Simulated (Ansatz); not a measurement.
**GaN: a film clamped to a substrate**

Level of theory: DFT r2SCAN, scalar-relativistic, plane waves, PAW in Ansatz 0.2.0. The runs took a 500 eV cutoff, a Γ-centred 10×10×10 mesh and Gaussian smearing (0.05 eV). No spin polarisation. Energies are free energies at this smearing, counted from the undisturbed cell; pressure is positive in compression.

The undisturbed cell (relaxed at this level; this zinc-blende form isn't the usual structure):

```yaml
crystal:
  lattice:
    - [0.00000, 2.24894, 2.24894]
    - [2.24894, 0.00000, 2.24894]
    - [2.24894, 2.24894, 0.00000]
  atoms:
    - { symbol: Ga, position: [0.00000, 0.00000, 0.00000] }
    - { symbol: N, position: [0.75000, 0.75000, 0.75000] }
```

The cell (2 atoms, V0 = 22.75 Å³) is strained by p along both x and y and by q along z, fractional coordinates fixed. τp = (1/V0) ∂E/∂p = (σxx + σyy)(1 + p)(1 + q) and τq = (1/V0) ∂E/∂q = σzz(1 + p)², with tension positive.

```
     p q  ΔE (meV/atom)  τp (GPa)  τq (GPa)
 0.000   0.000           0.00      0.00      0.00
-0.015   0.000           7.22    -13.79     -4.83
 0.015   0.000           6.75     12.47      4.34
 0.000  -0.015           2.29     -4.77     -4.32
 0.000   0.015           2.25      4.40      4.21
```

Question: Get the second derivatives of the energy density.

Answer: Central differences give A = ∂τp/∂p = 875 GPa (C11 + C22 + 2 C12), C = ∂τq/∂q = 284 GPa (C33) and the cross term B = ∂τq/∂p = 306 GPa (C13 + C23); ∂τp/∂q = 305 GPa must equal B, and any difference shows higher-order terms. The ions are clamped. In a cubic crystal C11 = C = 284, C12 = B/2 = 153 GPa and A should be 2(C11 + C12) = 874 GPa; the bulk modulus is (C11 + 2 C12)/3 = 197 GPa.

Question: A film of this crystal grows with z along the normal on a substrate that imposes p. How does its thickness respond, and what does the misfit cost?

Answer: Count p and q from the stress-free cell. A free surface needs τq = 0, so q = −(B/C) p = -1.08 p. The energy density left is (A − B²/C) p²/2 = M p², with the biaxial modulus M = 273 GPa; a misfit of 1 % costs 1.94 meV/atom, against 3.11 meV/atom if the thickness were held.